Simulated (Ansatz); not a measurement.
**Ga₂O₃ (C2/m), random displacements**

Method: Ansatz 0.2.0, DFT r2SCAN, scalar-relativistic, plane waves, PAW. Cutoff 500 eV, Γ-centred 8×8×4 k-points, Gaussian smearing of 0.05 eV. No spin polarisation. Energies are free energies at this smearing, counted from the undisturbed cell; pressure is positive in compression.

The undisturbed cell (relaxed at this level):

```
CELL_PARAMETERS angstrom
6.12784 -1.51953 0.00253
6.12784 1.51953 0.00253
-1.38839 0.00000 5.63998
ATOMIC_POSITIONS crystal
Ga 0.09052 0.09052 0.79479
Ga 0.90948 0.90948 0.20521
Ga 0.65873 0.65873 0.31448
Ga 0.34127 0.34127 0.68552
O 0.16421 0.16421 0.10916
O 0.83579 0.83579 0.89084
O 0.17334 0.17334 0.56352
O 0.82666 0.82666 0.43648
O 0.49629 0.49629 0.25624
O 0.50371 0.50371 0.74376
```

The atoms are displaced (Å, in the unstrained cell):

```
atom ux uy uz
 Ga1  -0.051  -0.016   0.010
 Ga2  -0.027   0.015  -0.018
 Ga3   0.022   0.002   0.012
 Ga4   0.000  -0.036   0.014
  O5   0.011   0.012   0.003
  O6   0.012  -0.019  -0.038
  O7   0.039   0.024   0.030
  O8   0.036   0.028  -0.002
  O9  -0.014  -0.035  -0.009
 O10  -0.029   0.024  -0.003
```

Strain (Voigt, engineering shear): (0.0165, 0.0574, -0.0617, 0.0926, -0.0514, -0.1239).

(1) What are the energy change, the stress and the forces?

Results:

(1) ΔE = 175.9 meV/atom; stress (xx, yy, zz, yz, xz, xy; compression positive) (-3.08, -10.81, 25.84, -2.17, 4.85, 15.98) GPa; gap on the mesh 2.29 eV.
```csv
atom,Fx (eV/Å),Fy,Fz
Ga1,-0.17,1.40,-2.56
Ga2,0.95,-1.39,2.18
Ga3,-0.64,-0.61,-0.01
Ga4,0.32,1.35,-0.51
O5,0.57,0.82,1.73
O6,-0.60,-1.33,-0.96
O7,-0.89,-0.22,0.32
O8,-0.43,-0.17,-0.29
O9,0.56,1.41,0.13
O10,0.32,-1.25,-0.02
```

Cost: 1 run of about 1.3 core-minutes, on Intel Xeon 6975P-C (Granite Rapids) (shared hosts).